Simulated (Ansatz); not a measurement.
This is a single-point calculation with the plane-wave code Ansatz on a free-standing buckled honeycomb monolayer of As; the level of theory is HSE06. The cell was relaxed with r2SCAN and then strained (in-plane biaxial +1.0 %), with the atoms relaxed again with r2SCAN; k points keep the names of the unstrained zone.

```yaml
crystal:
  lattice:
    - [3.6106503776, 0.0, 0.0]
    - [-1.8053251888, 3.1269149512, 0.0]
    - [0.0, 0.0, 26.4156438]
  atoms:
    - { symbol: As, position: [0.3333333333, 0.6666666667, 0.3207888086] }
    - { symbol: As, position: [0.6666666667, 0.3333333333, 0.372278604] }
  periodic: [true, true, false]
kpoints:
  mp_grid: { grid: [6, 6, 1] }
  band_path:
    path:
      - [0.0, 0.0, 0.0]
      - [0.5, 0.0, 0.0]
      - [0.3333333333, 0.3333333333, 0.0]
      - [0.0, 0.309896, 0.0]
    npoints: 1
hamiltonian:
  xc: hse06
scf:
  occupations: { method: fixed }
  n_extra_bands: 4
output:
  forces: true
  stress: true
  eigenvalues: true
```

Some lines of the output have been replaced by numbered gaps.
```
Functional definition: HSE06
Crystal: 2 atoms, lattice volume = 298.238 Å³
Basis set: ecut = 420 eV, 5765 PW (Γ)
Bands: 19, of which v1, the nominal top of the filled ones, is band 15 counted from 1 (14 counted from 0)
Symmetry: 12 space group operations
Space group: P-3m1 (ITA 164)
k-points: 7 of 36
[warm-up without exact exchange]
SCF 1 stopped early in 2 iterations: F = -9712.241342 eV  dr2 = 2.89e-4
[exact exchange on]
Exchange kernel: α = 0.2500, screened, ω = 0.2079 Å⁻¹, Wigner–Seitz truncation, v(0) = 1046.3145 eV·Å³, q-mesh 6×6×1
SCF 2 stopped early in 7 iterations: F = -9714.474434 eV  dr2 = 3.51e-7
hybrid outer 1: dexx = +8.546e-3 eV, tail = 9.91e-5 eV
SCF 3 converged in 7 iterations: F = -9714.474889 eV  dr2 = 1.03e-10
hybrid outer 2: dexx = +8.723e-7 eV, tail = 3.71e-8 eV, Δε = 3.92e-3 eV, ΔF = 6.03e-3 eV/Å
SCF 4 converged in 2 iterations: F = -9714.474889 eV  dr2 = 9.84e-11
hybrid outer 3: dexx = +2.163e-10 eV, tail = 3.77e-10 eV, Δε = 4.83e-5 eV, ΔF = 2.50e-4 eV/Å
hybrid SCF converged: 3 outer / 16 inner (+2 warm-up)
Free energy (F): -9714.474889 eV
[1]
--- Forces (eV/Å), atoms counted from 1 ---
  atom   1  As      0.00000      0.00000      0.09157
  atom   2  As      0.00000      0.00000    -0.09157
--- 2D stress c σ (N/m, compression-positive) ---
       -0.801380       0.000000       0.000000
        0.000000      -0.801380       0.000000
        0.000000       0.000000       0.000000
  P = ½ c Tr σ = -0.8014 N/m
--- Band table (eV; the first three rows and the last of 7) ---
[2]
```

The rows of the band table are 0: (0, 0, 0) = Γ, 1: (0, 1/6, 0), 2: (0, 1/3, 0), 6: (1/3, 1/3, 0) = K.

Task: Give the withheld lines. They hold the Fermi energy and the band table.

Result:
```
[1]
Fermi energy:    -5.986992 eV
[2]
  k-point 0: bands = […, -44.3626, -20.7703, -13.5957, -6.3358, -5.9870, -5.9870, -3.2211, -1.5859, -1.5859, -0.4225]
  k-point 1: bands = […, -44.3632, -20.3636, -13.5900, -8.3387, -6.7016, -6.2065, -2.9154, -0.9475, -0.8568, 0.0589]
  k-point 2: bands = […, -44.3644, -19.2086, -14.4752, -9.8495, -7.6706, -6.6176, -3.5971, -1.1834, -0.3433, 1.1158]
  k-point 6: bands = […, -44.3671, -16.8039, -16.8039, -10.7186, -8.0138, -8.0138, -3.0907, -0.2799, -0.2799, 2.9968]
```
The trailing digits, and the zero of the energies, depend on the potentials and thresholds.

HSE06 gives an indirect gap of 2.38 eV, from Γ to Γ–M (0.62 of the way from Γ); the least direct gap is 2.77 eV at Γ. Edges are sought over the mesh and the listed points. With the atoms held, the mean in-plane stress is -0.8 N/m (compression positive). (The program warns that its thresholds are loose for a hybrid's stress.) The largest force is 0.09 eV/Å.

It took 44 s on 1 × NVIDIA H100 80GB HBM3 with 2 threads of AMD EPYC 7R13 Processor (Zen 3) (shared host), load about 3.4 per core; peak host memory 2.7 GiB.

Simulation only: spin-unpolarised, and no claim that this is the phase found in nature.

The runs are scalar-relativistic, without spin-orbit coupling.

The meshes of the hybrids are coarse, so their gaps aren't converged to the digits shown.
